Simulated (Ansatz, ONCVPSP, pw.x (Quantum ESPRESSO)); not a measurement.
**Equation-of-state test of one ONCV potential (Si (Z = 14))**

```json
{
  "Element": "Si",
  "Generator": "ONCVPSP 4.0.1.1 (patched build)",
  "Type": "optimised norm-conserving Vanderbilt (ONCV)",
  "Functional": "LDA (Perdew-Wang 92)",
  "Relativity": "scalar-relativistic",
  "Frozen core": "[Ne]",
  "Valence charge": "4",
  "Reference configuration": "3s2 3p2",
  "Partial waves": "3s: rc 1.80 bohr, ncon 4, nbas 9, qcut 3 1/bohr, local; 3p: rc 2.25 bohr, ncon 4, nbas 8, qcut 3.4 1/bohr, 3 projectors, debl 1.6 Ha; d scattering state at 0.16 Ha: rc 2.40 bohr, ncon 4, nbas 8, qcut 3.9 1/bohr, 2 projectors, debl 2.8 Ha",
  "Local potential": "the s channel",
  "Core correction": "none"
}
```

Atomic tests: cutoffs needed: 24 Ha and 69 Ha (the cutoffs (Ha) at which the residual kinetic energy of the hardest occupied pseudo-wave falls to 1 and 0.1 mHa per electron); ghost test: no bound ghost flagged; no localised positive-energy state flagged; largest excitation error: +227 meV (all-electron minus pseudo) for 3s1 3p0, out of 4 test configurations.

Crystal test: bcc Si in pw.x 7.5, no spin, 15³ k-points, Fermi–Dirac smearing 0.01 Ry, cutoffs 160/640 Ry. The reference is all-electron LAPW (Ansatz 0.2.0) with the same functional, mesh and smearing; V0 and B0 come from Birch–Murnaghan fits to the pressures at five volumes. Errors are pseudo minus all-electron; Δ is the rms difference of the E(V) curves that follow from these fits, minima aligned, over ±6 % about the mean V0. Mesh and smearing are coarse, so the numbers serve the comparison and aren't converged zero-temperature values; the lattice is a test structure that the element need not adopt.

All-electron: a0 = 3.045 Å (V0 = 14.12 Å³/atom), B0 = 101.1 GPa.

Problem. How far does the potential miss the all-electron equation of state?

Solution. mean pressure error (GPa): -0.74; a0 (Å): 3.038; a0 error (%): -0.24; B0 error (%): -0.9; Δ (meV/atom): 2.3.

```
V (Å³/atom)  P all-electron (GPa)  P pseudo (GPa)
     13.383                  6.06            5.10
     13.735                  2.95            2.11
     14.087                  0.22           -0.50
     14.439                 -2.17           -2.80
     14.791                 -4.26           -4.82
```

Problem. At the middle volume, how do free energy and pressure move when the wave cutoff is lowered (ecutrho kept at four times it)?

Solution.

| cutoff (Ry) | shift of F (meV/atom) | shift of P (GPa) |
| --- | --- | --- |
| 72 | +36.6 | -0.50 |
| 96 | +22.0 | -0.05 |
| 128 | +10.0 | -0.66 |

The run at the middle volume (120 k-points, 6 iterations) took about 34 s on one core of a shared host (Intel(R) Xeon(R) 6975P-C, 192 threads, 756 GiB, load 205).
